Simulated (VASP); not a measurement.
**TaN: relaxation of cell and atoms with TPSS**

Crystal: TaN.

```
Ta N
1.0
     2.93800    0.00000    0.00000
    -1.46900    2.54438    0.00000
     0.00000    0.00000    2.88300
Ta N
1 1
Direct
  0.00000 0.00000 0.50000
  0.66667 0.33333 0.00000
```

```yaml
Program: VASP 6.6.1
Task: relaxation of cell and atoms
Functional: TPSS
Potentials_or_basis: VASP PAW PBE potentials, release 64 (Ta_pv, N)
Cutoff: 600 eV
k_mesh: 10 × 10 × 9
Occupations: gaussian, width 0.05 eV
Spin: no spin polarisation
Further_INCAR_settings: ALGO = Normal; EDIFF = 1e-06; IBRION = 2; EDIFFG = -0.01; NSW = 60; ISIF = 3
```

* Relaxed volume: 10.89 Å³/atom
* Relaxed cell: a = 2.944 Å, b = 2.944 Å, c = 2.901 Å, α = 90.00°, β = 90.00°, γ = 120.00°
* Space group after relaxing (to 0.05 Å): P-6m2 (No. 187)
* Energy gained by relaxing: 1.7 meV/atom
* Ionic steps: 6
* Pressure after relaxing: 0.0 GPa
* Band gap on the k mesh: none (metal or under the smearing width)

The path:
| step | energy change (eV) | largest force (eV/Å) | pressure (GPa) | volume (Å³) |
| --- | --- | --- | --- | --- |
| 1 | 0.0000 | 0.0000 | 3.99 | 21.55 |
| 2 | 0.0161 | 0.0000 | -9.30 | 22.40 |
| 3 | -0.0034 | 0.0000 | -0.17 | 21.80 |
| 4 | -0.0034 | 0.0000 | -0.08 | 21.79 |
| 5 | -0.0034 | 0.0000 | 0.14 | 21.77 |
| 6 | -0.0034 | 0.0000 | 0.04 | 21.78 |

Final structure:
```xyz
2
Lattice="2.9444 0.0000 0.0000 -1.4722 2.5500 0.0000 0.0000 0.0000 2.9011" Properties=species:S:1:pos:R:3 pbc="T T T"
Ta    0.0000    0.0000    1.4506
N     1.4722    0.8500    0.0000
```

Levels at points of the mesh, in eV from the Fermi level:
```tsv
k point	band 6	band 7	band 8	band 9	band 10	band 11
(0.00, 0.00, 0.00)	-4.63	-4.33	-3.08	2.00	3.44	3.44
(0.50, 0.00, 0.00)	-5.30	-3.59	-3.29	2.95	3.91	5.09
```

Run time: 3.3 min on 1 thread of AMD EPYC 9R45 96-Core Processor (Zen 5), with other jobs on the host, peak memory 0.14 GiB.

Caveat: the PAW data sets were made with another functional, which shifts forces and pressure a little. Zero-point motion and thermal expansion aren't in these numbers.
